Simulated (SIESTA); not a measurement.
Runs of SIESTA 5.4.2 on Sn. The structure is cubic, space group Im-3m (No. 229). Conventional cell: a = 3.789 Å, b = 3.789 Å, c = 3.789 Å, α = 90.00°, β = 90.00°, γ = 90.00°. Around Sn (site symmetry m-3m) lie 8 Sn at 3.28 Å. This isn't the form of Sn at room conditions, which is tetragonal (white tin).

| potentials or basis | gap on the mesh (eV) | pressure (GPa) | relaxed volume (Å³/atom) |
| --- | --- | --- | --- |
| PseudoDojo 0.4 standard (PBE files), DZP (energy shift 0.003 Ry; two zetas on semicore shells) | none | 0.0 | (a) |
| PseudoDojo 0.4 standard (PBE files), SZ (energy shift 0.003 Ry) | none | 0.0 | 30.89 |
| PseudoDojo 0.4 standard (PBE files), DZ (energy shift 0.003 Ry; two zetas on semicore shells) | none | 0.0 | 28.75 |
| PseudoDojo 0.4 standard (PBE files), TZP (energy shift 0.003 Ry; two zetas on semicore shells) | none | 0.0 | 28.06 |
| PseudoDojo 0.4 standard (PBE files), DZDP (energy shift 0.003 Ry; two zetas on semicore shells) | none | 0.0 | (b) |
| PseudoDojo 0.4 standard (PBE files), TZDP (energy shift 0.003 Ry; two zetas on semicore shells) | none | 0.0 | 27.86 |
| PseudoDojo 0.4 standard (PBE files), SZP (energy shift 0.003 Ry) | none | 0.0 | 28.89 |

Alike in all rows: task relaxation of cell and atoms; level PBE; no spin polarisation; cell relaxed; k mesh 7 × 7 × 7; smearing fermi-dirac 0.05 eV; grid cutoff 500 Ry; energy shift 0.003 Ry.

Estimate the missing entries.

(a) 28.23; (b) 27.84.

Caveats: the basis of atomic orbitals isn't converged, which shifts pressures, moduli and gaps; the basis has no polarisation orbitals (some runs).

A k mesh can miss the band edges, and the runs leave out spin-orbit coupling on Sn.

A gap of «none» marks a metal or a gap under the smearing width.
